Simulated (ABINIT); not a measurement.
Crystal: SrO.

```
Sr O
1.0
     0.00000    2.56630    2.56630
     2.56630    0.00000    2.56630
     2.56630    2.56630    0.00000
Sr O
1 1
Direct
  0.50000 0.50000 0.50000
  0.00000 0.00000 0.00000
```

Base run:

- Program: ABINIT 10.8.3 (patched build)
- Functional: revPBE
- Potentials or basis: JTH PAW PBE v2.0
- Cutoff: 626 eV
- k mesh: 9 × 9 × 9
- Occupations: fermi-dirac, width 0.05 eV
- Spin: no spin polarisation

Its results: band gap on the k mesh 3.46 eV, indirect (least direct gap 3.54 eV); pressure 5.3 GPa.

After a change of settings the same cell gave: band gap on the k mesh 3.33 eV, indirect (least direct gap 3.41 eV); pressure 0.1 GPa. Which change was it?
A. functional from revPBE to PW91
B. functional from revPBE to WC
C. functional from revPBE to AM05
D. functional from revPBE to BLYP; spin from no spin polarisation to spin-orbit coupling, no magnetisation

C.

AM05 binds more tightly than revPBE, so the same cell stands under less pressure.

Caveats: the PAW data sets were made with another functional, which shifts forces and pressure a little.

Runs at the PBE level aren't shown here.
